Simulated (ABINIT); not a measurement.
CoO:

```
Co O
1.0
     0.00000    2.13150    2.13150
     2.13150    0.00000    2.13150
     2.13150    2.13150    0.00000
Co O
1 1
Direct
  0.00000 0.00000 0.00000
  0.50000 0.50000 0.50000
```

```yaml
Program: ABINIT 10.8.3 (patched build)
Task: relaxation of cell and atoms
Functional: LDA
Potentials_or_basis: JTH PAW LDA v2.0
Cutoff: 707 eV
k_mesh: 8 × 8 × 8
Occupations: fermi-dirac, width 0.05 eV
Spin: collinear spin, ferromagnetic start
Starting_moments: "[2.0, 0.0] μB"
```

At the start: pressure -19.3 GPa; volume 9.68 Å³/atom.

**Question.** Where does the relaxation end?

**Answer.** Over 6 steps the energy falls by 80.7 meV/atom and the volume is 8.39 Å³/atom (-13.4 %); space group Fm-3m (No. 225, to 0.05 Å); moment 1.96 μB per cell.

Step by step:
```csv
step,energy change (eV),largest force (eV/Å),pressure (GPa),volume (Å³)
1,0.0000,0.0000,-19.28,19.37
2,-0.1043,0.0000,-10.11,18.25
3,-0.1544,0.0000,-5.19,17.20
4,-0.1504,0.0000,7.04,16.25
5,-0.1614,0.0000,-0.01,16.78
6,-0.1614,0.0000,0.00,16.78
```

Final structure:
```xyz
2
Lattice="0.0000 2.0318 2.0318 2.0318 0.0000 2.0318 2.0318 2.0318 0.0000" Properties=species:S:1:pos:R:3 pbc="T T T"
Co    0.0000    0.0000    0.0000
O     2.0318    2.0318    2.0318
```

Caveat: the volume moved by -13 % from the deposited cell, more than functionals usually miss; a cell with one magnetic atom can't hold antiferromagnetic order, which such compounds often take.
